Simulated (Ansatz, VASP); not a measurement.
**One calculation of Ge, two programs**

File INCAR:

```
PREC = Accurate
ENCUT = 520
EDIFF = 1E-6
ISMEAR = 0
SIGMA = 0.15
LREAL = F
LASPH = T
NELM = 100
ALGO = Normal
ISIF = 2
LWAVE = F
LCHARG = F
GGA = PS
NBANDS = 36
```

The input KPOINTS:

```
regular mesh
0
Gamma
  12 12 8
```

Contents of POSCAR:

```
Ge
1.0
    4.1168769001      0.0000000000      0.0000000000
   -2.0584384501      3.5653199798      0.0000000000
    0.0000000000      0.0000000000      6.7942560870
Ge
4
Direct
    0.6666666667      0.3333333333      0.0629118565
    0.3333333333      0.6666666667      0.5629118565
    0.6666666667      0.3333333333      0.4370881435
    0.3333333333      0.6666666667      0.9370881435
```

Input for Ansatz:

```yaml
crystal:
  lattice:
    - [4.1168769001, 0.0, 0.0]
    - [-2.0584384501, 3.5653199798, 0.0]
    - [0.0, 0.0, 6.794256087]
  atoms:
    - { symbol: Ge, position: [0.6666666667, 0.3333333333, 0.0629118565] }
    - { symbol: Ge, position: [0.3333333333, 0.6666666667, 0.5629118565] }
    - { symbol: Ge, position: [0.6666666667, 0.3333333333, 0.4370881435] }
    - { symbol: Ge, position: [0.3333333333, 0.6666666667, 0.9370881435] }
basis:
  ecutwfc: 420
kpoints:
  mp_grid: { grid: [12, 12, 8] }
hamiltonian:
  xc: pbesol
scf:
  occupations: { method: gaussian, width: 0.15 }
output:
  forces: true
  stress: true
  eigenvalues: true
```

Change from the starting cell: strain +0.030 along x and y, +0.030 along z, atoms carried along.

Alike in both runs: task single point; functional PBEsol; k mesh 12 × 12 × 8; occupations gaussian, width 0.15 eV; no spin polarisation.

|  | VASP | Ansatz |
| --- | --- | --- |
| version | VASP 6.6.1 | Ansatz 0.2.0 |
| potentials or method | VASP PAW PBE potentials, release 64 (Ge_d) | scalar-relativistic, plane waves, PAW |
| plane-wave cutoff (eV) | 520 | 420 |
| valence electrons in the cell | 56 | 56 |

Ansatz gave:

| Item | Value |
| --- | --- |
| gap on the k mesh at the Fermi level (eV) | none |
| pressure (GPa) | -4.9 |
| rms of the force components (eV/Å) | 0.019 |

Question: Estimate VASP's values.

Answer: gap on the k mesh at the Fermi level (eV): none; pressure (GPa): -5.0; rms of the force components (eV/Å): 0.020.

Atom by atom the forces differ by 0.001 eV/Å (rms over components). A gap of «none» marks a metal or a gap that the smearing closes.

Caveats: the PAW data sets were made with another functional, which shifts forces and pressure a little (VASP).
